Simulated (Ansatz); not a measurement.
# TiTe2 (P-3m1) in Ansatz: equation of state

Aim: energy against volume of TiTe2 in PBE, for its equilibrium volume and stiffness.

Program: Ansatz 0.2.0. These are calculated values, not measurements. Logs are shortened: lines on timing, memory, paths and dates and some standing lists are left out, and cuts for length are marked.

**1. The crystal as given**

It takes space group P-3m1 (No. 164, trigonal). The conventional cell has a = 3.777 Å, b = 3.777 Å, c = 6.498 Å, α = 90.00°, β = 90.00°, γ = 120.00°. Around Te (site symmetry 3m) lie 3 Ti at 2.77 Å. Ti (site symmetry -3m) is surrounded by 6 Te at 2.77 Å.

**2. Single point, PBE, 25.15 Å³/atom (volume scaled by 0.94)**

Contents of input.yaml:

```yaml
crystal:
  lattice:
    - [3.6998967326, 0.0, 0.0]
    - [-1.8499483663, 3.2042045618, 0.0]
    - [0.0, 0.0, 6.3653505344]
  atoms:
    - { symbol: Te, position: [0.3333333333, 0.6666666667, 0.7372] }
    - { symbol: Te, position: [0.6666666667, 0.3333333333, 0.2628] }
    - { symbol: Ti, position: [0.0, 0.0, 0.0] }
hamiltonian:
  xc: pbe
  pseudopotentials: { kind: paw }
kpoints:
  mp_grid: { grid: [8, 8, 4] }
scf:
  occupations: { method: fermi_dirac, width: 0.05 }
output:
  forces: true
  stress: true
  eigenvalues: true
```

Potentials or basis: Ansatz PAW.

Started as:

```console
ansatz run input.yaml --threads 2 --pin off --max-ram 5120MiB --backend cpu --events-out ev --progress --plain --runs-dir out
```

Standard output:

```text
Warning: RAYON_NUM_THREADS=2 ignored (pool sized by the plan → 2); use --threads N
Engine: ansatz 0.2.0, aarch64-unknown-linux-gnu
Pseudopotentials: kind: paw
Pseudopotential: Te, paw, valence charge 16, recommended cutoff 420 eV (normal), Te.paw.azcp
Pseudopotential: Ti, paw, valence charge 12, recommended cutoff 420 eV (normal), Ti.paw.azcp
Functional definition: PBE
  parameter kappa = 0.804
  parameter beta = 0.06672455060314922
  exchange = pbe_x(kappa = kappa, mu = beta*pi^2/3)
  correlation = pbe_c(beta = beta)
Crystal: 3 atoms, lattice volume = 75.463 Å³
Basis set: ecut = 420 eV, 1485 PW (Γ), exchange–correlation on 50×50×90 points (8 copies of the dense FFT grid, shifted against one another)
Bands: 27, of which v1, the nominal top of the filled ones, is band 22 counted from 1 (21 counted from 0)
Symmetry: 12 space group operations
Space group: P-3m1 (ITA 164), of the structure as read, at distance tolerance 4.2e-5 Å
k-points: 35 of 256
Non-local potential: Te, projectors of the file, l = 0: 2, l = 1: 2, l = 2: 2, l = 3: 2
Non-local potential: Ti, projectors of the file, l = 0: 3, l = 1: 2, l = 2: 3, l = 3: 1
PAW form: soft (Blöchl's): semilocal exchange-correlation on the pseudo side does not see the compensation charge
PAW one-centre angular grid: Te, 590 points (default); XC on 64 Gauss nodes
PAW one-centre angular grid: Ti, 590 points (default); XC on 64 Gauss nodes
Initial density: superposition of atomic densities (neutral atoms: chi_scale 0, normalization atom), corrected by the library's trained network
Initial wavefunctions: pseudopotential atomic-orbital guess
Functional: x = pbe(κ = 0.804, μ = 0.2195149727645171), c = pbe(β = 0.06672455060314922)
SCF iter   1: F=—  HF=-16461.591462 eV  |F-HF|=—  |Δ(HF+E_count)|=         —  Δρ=3.07e-3  dr2=1.23e-2  ethr=1.77e-3  ⟨swp⟩=6.0  Hψ=4217  notcnv=0
preconditioner: auto → Kerker (q_TF=auto, 2.494 Å⁻¹)  [metal: Δε(μ)=0.044 eV  Ē_g=6.604 eV  σ=0.050 eV  W_gap=0.21  n_scr=22 (ndim 8)  ℏωp=17.1 eV  f_vac=0.009  D(μ)=1.32/eV (n_scr^D=2)]
SCF iter   2: F=—  HF=-16461.590116 eV  |F-HF|=—  |Δ(HF+E_count)|=   1.35e-3  Δρ=1.68e-3  dr2=3.63e-3  ethr=2.81e-5  ⟨swp⟩=1.4  Hψ=1269  notcnv=0
SCF iter   3: F=—  HF=-16461.589971 eV  |F-HF|=—  |Δ(HF+E_count)|=   1.44e-4  Δρ=4.40e-4  dr2=2.27e-4  ethr=8.25e-6  ⟨swp⟩=2.5  Hψ=1601  notcnv=0
SCF iter   4: F=—  HF=-16461.589909 eV  |F-HF|=—  |Δ(HF+E_count)|=   6.25e-5  Δρ=1.87e-4  dr2=3.06e-5  ethr=5.16e-7  ⟨swp⟩=2.3  Hψ=1691  notcnv=0
SCF iter   5: F=—  HF=-16461.589881 eV  |F-HF|=—  |Δ(HF+E_count)|=   2.78e-5  Δρ=6.51e-5  dr2=5.71e-6  ethr=6.95e-8  ⟨swp⟩=2.0  Hψ=1675  notcnv=0
SCF iter   6: F=—  HF=-16461.589880 eV  |F-HF|=—  |Δ(HF+E_count)|=   1.18e-6  Δρ=2.09e-5  dr2=5.45e-7  ethr=1.30e-8  ⟨swp⟩=3.0  Hψ=1776  notcnv=0
SCF iter   7: F=-16461.589879 eV  HF=-16461.589879 eV  |F-HF|=1.81e-8  |Δ(HF+E_count)|=   1.25e-7  Δρ=3.53e-6  dr2=3.39e-8  ethr=2.27e-10  ⟨swp⟩=6.1  Hψ=3892  notcnv=0
SCF 1 converged in 7 iterations: F = -16461.589879 eV  dr2 = 3.39e-8
SCF converged after 7 iterations
Free energy (F): -16461.589879 eV
Harris-Foulkes:  -16461.589879 eV  (|F-HF|=1.81e-8)
Internal energy: -16461.578731 eV  (E = F + TS)
E sigma→0 (E₀):  -16461.584305 eV
Entropy (-TS):   -0.011148 eV (-3.716 meV/atom)
Fermi energy:    11.228281 eV
--- Per-component energies (eV) ---
  E_band       = -628.691405
  E_kinetic    = 636.699289
  E_local      = -3295.748302  (includes V_loc(G=0)·N_el)
  E_nonlocal   = -611.696281
  E_hartree    = 1953.314929
  E_xc         = -347.958219
  E_vxc        = -332.875184  (∫ρ·V_xc dr)
  E_paw        = -10372.952754  (= ΣΔE_a)
  E_vpaw       = -931.696090  (= ΣTr[D̂ρ^β])
  E_aug_tail   = -0.000219  (compensation charges beyond the density's cutoff)
  E_ewald      = -4423.237174
  E_smearing   = -0.011148  (= −TS)
  E_closure    = -0.000000  (closes the sum)
  Σ components = -16461.589879   (vs F -16461.589879, Δ=0.00e0)
--- Forces (eV/Å), atoms counted from 1 ---
  atom   1  Te    -0.00000000     0.00000000    -0.58003945
  atom   2  Te     0.00000000    -0.00000000     0.58003945
  atom   3  Ti    -0.00000000    -0.00000000     0.00000000
  max |Σ_I F_I| component: 1.11e-16 eV/Å
--- Stress (GPa, compression-positive) ---
        5.166536       0.000000       0.000000
       -0.000000       5.166536      -0.000000
        0.000000      -0.000000       6.210619
  P = ⅓ Tr σ = 5.5146 GPa (55.146 kbar)
--- Band table (eV; the first three rows and the last of 35) ---
  k-point 0: bands = ["-46.0634", "-25.3560", "-25.3560", "-25.3505", "-25.3505", "-25.3299", "-25.3299", "-25.3276", "-25.3276", "-25.3221", "-25.3196", "-22.3262", "-22.3262", "-22.3171", "-1.5315", "0.1680", "5.6736", "9.4717", "9.4717", "11.5755", "11.6563", "11.6563", "11.9435", "12.4806", "12.4806", "14.5661", "14.5661"]
  k-point 1: bands = ["-46.0634", "-25.3578", "-25.3578", "-25.3490", "-25.3490", "-25.3294", "-25.3294", "-25.3278", "-25.3278", "-25.3217", "-25.3199", "-22.3262", "-22.3262", "-22.3172", "-1.3536", "-0.1756", "6.3802", "9.5092", "9.5092", "10.1739", "11.6494", "11.6494", "12.2925", "12.2925", "12.3220", "14.8214", "14.8214"]
  k-point 2: bands = ["-46.0634", "-25.3591", "-25.3591", "-25.3480", "-25.3480", "-25.3287", "-25.3287", "-25.3282", "-25.3282", "-25.3209", "-25.3208", "-22.3262", "-22.3262", "-22.3172", "-0.9582", "-0.7177", "7.7989", "8.4256", "9.5490", "9.5490", "11.6435", "11.6435", "12.1254", "12.1254", "12.4098", "15.0655", "15.0655"]
  k-point 34: bands = ["-46.0593", "-25.3592", "-25.3500", "-25.3480", "-25.3435", "-25.3316", "-25.3308", "-25.3281", "-25.3271", "-25.3133", "-25.3130", "-22.3773", "-22.3588", "-22.2880", "0.6756", "0.7948", "6.5721", "6.7810", "7.8275", "8.0420", "9.3558", "9.6400", "11.9717", "12.4259", "12.5138", "14.0527", "14.8168"]
```

Wall time 2.4 s (2 threads of Arm Neoverse V1, shared host); peak memory 0.38 GiB.

What came out:

```yaml
Free_energy: -16461.5899 eV
Pressure: 5.5 GPa
Largest_force: 0.580 eV/Å
Band_gap_on_the_k_mesh: none (metal or under the smearing width)
```

Caveat: this functional lacks dispersion, which binds the layers, so the pressure and a relaxed spacing across them are unreliable.

**3. Single point, PBE, 25.69 Å³/atom (volume scaled by 0.96)**

Changes to input.yaml since step 2:

```diff
@@ -2,5 +2,5 @@
   lattice:
-    - [3.6998967326, 0.0, 0.0]
-    - [-1.8499483663, 3.2042045618, 0.0]
-    - [0.0, 0.0, 6.3653505344]
+    - [3.7259532019, 0.0, 0.0]
+    - [-1.8629766009, 3.2267701262, 0.0]
+    - [0.0, 0.0, 6.4101784236]
   atoms:
```

Potentials or basis: Ansatz PAW.

Started as:

```console
ansatz run input.yaml --threads 2 --pin off --max-ram 5120MiB --backend cpu --events-out ev --progress --plain --runs-dir out
```

Run time: 2.4 s. Hardware: 2 threads of Arm Neoverse V1, shared host; peak memory 0.38 GiB.

Results (log left out):

| Quantity | Value |
| --- | --- |
| Free energy | -16461.6365 eV |
| Pressure | 3.8 GPa |
| Largest force | 0.378 eV/Å |
| Band gap on the k mesh | none (metal or under the smearing width) |

Caveat: this functional lacks dispersion, which binds the layers, so the pressure and a relaxed spacing across them are unreliable.

**4. Single point, PBE, 26.22 Å³/atom (volume scaled by 0.98)**

Changes to input.yaml since step 3:

```diff
@@ -2,5 +2,5 @@
   lattice:
-    - [3.7259532019, 0.0, 0.0]
-    - [-1.8629766009, 3.2267701262, 0.0]
-    - [0.0, 0.0, 6.4101784236]
+    - [3.7516502429, 0.0, 0.0]
+    - [-1.8758251215, 3.2490244165, 0.0]
+    - [0.0, 0.0, 6.4543879477]
   atoms:
```

Started as:

```console
ansatz run input.yaml --threads 2 --pin off --max-ram 5120MiB --backend cpu --events-out ev --progress --plain --runs-dir out
```

Run time: 2.4 s. Hardware: 2 threads of Arm Neoverse V1, shared host; peak memory 0.39 GiB.

It converged, with:

- Free energy: -16461.6670 eV
- Pressure: 2.3 GPa
- Largest force: 0.189 eV/Å
- Band gap on the k mesh: none (metal or under the smearing width)

Caveat: this functional lacks dispersion, which binds the layers, so the pressure and a relaxed spacing across them are unreliable.

**5. Single point, PBE, 26.76 Å³/atom**

Changes to input.yaml since step 4:

```diff
@@ -2,5 +2,5 @@
   lattice:
-    - [3.7516502429, 0.0, 0.0]
-    - [-1.8758251215, 3.2490244165, 0.0]
-    - [0.0, 0.0, 6.4543879477]
+    - [3.777, 0.0, 0.0]
+    - [-1.8885, 3.2709779501, 0.0]
+    - [0.0, 0.0, 6.498]
   atoms:
```

Started as:

```console
ansatz run input.yaml --threads 2 --pin off --max-ram 5120MiB --backend cpu --events-out ev --progress --plain --runs-dir out
```

Run time: 2.5 s. Hardware: 2 threads of Arm Neoverse V1, shared host; peak memory 0.39 GiB.

It converged, with:

```
Free energy            : -16461.6829 eV
Pressure               : 0.9 GPa
Largest force          : 0.012 eV/Å
Band gap on the k mesh : none (metal or under the smearing width)
```

Caveat: this functional lacks dispersion, which binds the layers, so the pressure and a relaxed spacing across them are unreliable.

**6. Single point, PBE, 27.30 Å³/atom (volume scaled by 1.02)**

Changes to input.yaml since step 5:

```diff
@@ -2,5 +2,5 @@
   lattice:
-    - [3.777, 0.0, 0.0]
-    - [-1.8885, 3.2709779501, 0.0]
-    - [0.0, 0.0, 6.498]
+    - [3.802013974, 0.0, 0.0]
+    - [-1.901006987, 3.292640687, 0.0]
+    - [0.0, 0.0, 6.5410343667]
   atoms:
```

Potentials or basis: Ansatz PAW.

Started as:

```console
ansatz run input.yaml --threads 2 --pin off --max-ram 5120MiB --backend cpu --events-out ev --progress --plain --runs-dir out
```

It took 2.5 s on 2 threads of Arm Neoverse V1, shared host; peak memory 0.39 GiB.

Results (log left out):

| Quantity | Value |
| --- | --- |
| Free energy | -16461.6856 eV |
| Pressure | -0.3 GPa |
| Largest force | 0.153 eV/Å |
| Band gap on the k mesh | none (metal or under the smearing width) |

Caveat: this functional lacks dispersion, which binds the layers, so the pressure and a relaxed spacing across them are unreliable.

**7. Single point, PBE, 27.83 Å³/atom (volume scaled by 1.04)**

Changes to input.yaml since step 6:

```diff
@@ -2,5 +2,5 @@
   lattice:
-    - [3.802013974, 0.0, 0.0]
-    - [-1.901006987, 3.292640687, 0.0]
-    - [0.0, 0.0, 6.5410343667]
+    - [3.8267030682, 0.0, 0.0]
+    - [-1.9133515341, 3.3140220698, 0.0]
+    - [0.0, 0.0, 6.583509806]
   atoms:
```

Started as:

```console
ansatz run input.yaml --threads 2 --pin off --max-ram 5120MiB --backend cpu --events-out ev --progress --plain --runs-dir out
```

Run time: 2.5 s. Hardware: 2 threads of Arm Neoverse V1, shared host; peak memory 0.39 GiB.

It converged, with:

```
Free energy            : -16461.6765 eV
Pressure               : -1.5 GPa
Largest force          : 0.307 eV/Å
Band gap on the k mesh : none (metal or under the smearing width)
```

Caveat: this functional lacks dispersion, which binds the layers, so the pressure and a relaxed spacing across them are unreliable.

**8. Single point, PBE, 28.37 Å³/atom (volume scaled by 1.06)**

Changes to input.yaml since step 7:

```diff
@@ -2,5 +2,5 @@
   lattice:
-    - [3.8267030682, 0.0, 0.0]
-    - [-1.9133515341, 3.3140220698, 0.0]
-    - [0.0, 0.0, 6.583509806]
+    - [3.8510776303, 0.0, 0.0]
+    - [-1.9255388151, 3.3351310598, 0.0]
+    - [0.0, 0.0, 6.6254441201]
   atoms:
```

Started as:

```console
ansatz run input.yaml --threads 2 --pin off --max-ram 5120MiB --backend cpu --events-out ev --progress --plain --runs-dir out
```

Wall time 2.4 s (2 threads of Arm Neoverse V1, shared host); peak memory 0.39 GiB.

Results (log left out):

- Free energy: -16461.6566 eV
- Pressure: -2.5 GPa
- Largest force: 0.450 eV/Å
- Band gap on the k mesh: none (metal or under the smearing width)

Caveat: this functional lacks dispersion, which binds the layers, so the pressure and a relaxed spacing across them are unreliable.

**9. Equation of state, PBE**

Potentials or basis: Ansatz PAW.

No new run: the results of the series are fitted here.

What came out:

| Item | Value |
| --- | --- |
| Equilibrium volume | 27.14 Å³/atom |
| Bulk modulus at fixed shape and positions | 62 GPa |
| Pressure derivative of the bulk modulus | 4.1 |

Energy against volume, from the lowest point:
| volume (Å³/atom) | energy (meV/atom) |
| --- | --- |
| 25.154 | 31.92 |
| 25.689 | 16.38 |
| 26.225 | 6.22 |
| 26.760 | 0.91 |
| 27.295 | 0.00 |
| 27.830 | 3.05 |
| 28.365 | 9.68 |

Caveat: the cell was scaled at fixed shape and fractional positions, which overstates the stiffness of a crystal with free parameters, most of all of layers and chains; this functional lacks dispersion, which binds the layers, so the pressure and a relaxed spacing across them are unreliable.
